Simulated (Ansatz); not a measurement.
Be2C in Ansatz: convergence with ecutfock ratio

Be2C:

```
CELL_PARAMETERS angstrom
0.00000 2.16500 2.16500
2.16500 0.00000 2.16500
2.16500 2.16500 0.00000
ATOMIC_POSITIONS crystal
C 0.00000 0.00000 0.00000
Be 0.75000 0.75000 0.75000
Be 0.25000 0.25000 0.25000
```

- Program: Ansatz 0.2.0
- Task: convergence study
- Functional: HSE06
- Potentials or basis: Ansatz PAW
- Cutoff: 420 eV
- Density cutoff: 1680 eV
- k mesh: 6 × 6 × 6
- Occupations: methfessel-paxton, width 0.1 eV
- Spin: no spin polarisation

These are the settings of the first run; the series varies ecutfock ratio, with any setting tied to it.

Hardware: 2 threads of Arm Neoverse V1, with other jobs on the host.

| ecutfock ratio | energy less the tightest run, at zero smearing (meV/atom) | SCF cycles | CPU time (s) | peak memory (GiB) |
| --- | --- | --- | --- | --- |
| 1 | 0.48 | 11 | 6.8 | 0.45 |
| 2 | 0.01 | 11 | 8.7 | 0.56 |
| 3 | 0.00 | 11 | 9.5 | 0.58 |
| 4 | 0.00 | 11 | 9.2 | 0.58 |

Against the tightest run, the energy stays within 1 meV/atom from 1 on. The tightest run that finished is the yardstick and may itself not be fully converged.
